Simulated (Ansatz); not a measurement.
Runs of Ansatz 0.2.0 on Na. It takes space group Im-3m (No. 229, cubic). The conventional cell has a = 4.282 Å, b = 4.282 Å, c = 4.282 Å, α = 90.00°, β = 90.00°, γ = 90.00°. Na (site symmetry m-3m) has 8 Na at 3.71 Å as nearest neighbours. 

| task | level | cell | k mesh | target pressure (GPa) | points for each segment of the path | mesh quality | gap on the mesh (eV) | pressure (GPa) |
| --- | --- | --- | --- | --- | --- | --- | --- | --- |
| relaxation of cell and atoms | PBEsol | relaxed to 5 GPa | 9 × 9 × 9 | 5 | - | not flagged | none | 5.0 |
| band structure | LDA | as given | 5 × 5 × 5 | - | 14 | coarse | none | (a) |
| band structure | PBEsol | as given | 5 × 5 × 5 | - | 14 | coarse | none | -0.5 |
| relaxation of cell and atoms | PBEsol | relaxed | 9 × 9 × 9 | 0 | - | not flagged | none | 0.0 |
| relaxation of cell and atoms | PBEsol | relaxed to 10 GPa | 9 × 9 × 9 | 10 | - | not flagged | none | 10.0 |

Alike in all rows: potentials or basis Ansatz PAW; no spin polarisation; cutoff (eV) 420; smearing fermi-dirac 0.05 eV.

Q: Fill in the values left out.

A: (a) -1.1.

Caveats: some runs use coarse meshes; the PAW data sets come from PBE, with cores solved anew for the run's functional, which leaves a small shift of forces and pressure; the plane-wave basis is chosen anew once the cell has moved, so the energies of steps on either side of that aren't comparable (some runs).

A gap of «none» marks a metal or a gap under the smearing width.
